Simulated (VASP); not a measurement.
A run of VASP 6.6.1:

Contents of INCAR:

```
SYSTEM = HfO2
  PREC = Accurate
  ENCUT = 600
  EDIFF = 1E-6
  ISMEAR = -1
  SIGMA = 0.05
  LREAL = .False.
  LASPH = .True.
  NELM = 100
  ALGO = Normal
  ISIF = 3
  LWAVE = .False.
  LCHARG = .False.
  GGA = CX
  LUSE_VDW = .True.
  AGGAC = 0.0
  IBRION = 2
  NSW = 60
  EDIFFG = -0.02
```

The input KPOINTS:

```
Automatic mesh
0
Gamma
  6 6 8
  0 0 0
```

File POSCAR:

```
HfO2
1.0
    4.8135329900      0.0000000000      0.0000000000
    0.0000000000      4.8135329900      0.0000000000
    0.0000000000      0.0000000000      3.2054154100
Hf O
2 4
Direct
    0.5000000000      0.5000000000      0.5000000000
    0.0000000000      0.0000000000      0.0000000000
    0.8050448800      0.1949551200      0.5000000000
    0.6949551200      0.6949551200      0.0000000000
    0.3050448800      0.3050448800      0.0000000000
    0.1949551200      0.8050448800      0.5000000000
```

Potentials or basis: VASP PAW PBE potentials, release 64 (Hf_pv, O).

Launch:

```bash
$ cat potpaw_PBE.64/Hf_pv/POTCAR potpaw_PBE.64/O/POTCAR > POTCAR
$ mpirun -np 1 vasp_std > vasp.out
```

Hardware: 1 thread of AMD EPYC 9R14 (Zen 4), with other jobs on the host.

Task: How long does it take, and how much memory?

Result: It took 3.6 min on 1 thread of AMD EPYC 9R14 (Zen 4), with other jobs on the host, peak memory 0.49 GiB. Counts: scf iterations 30, k points 50, ion steps 3.
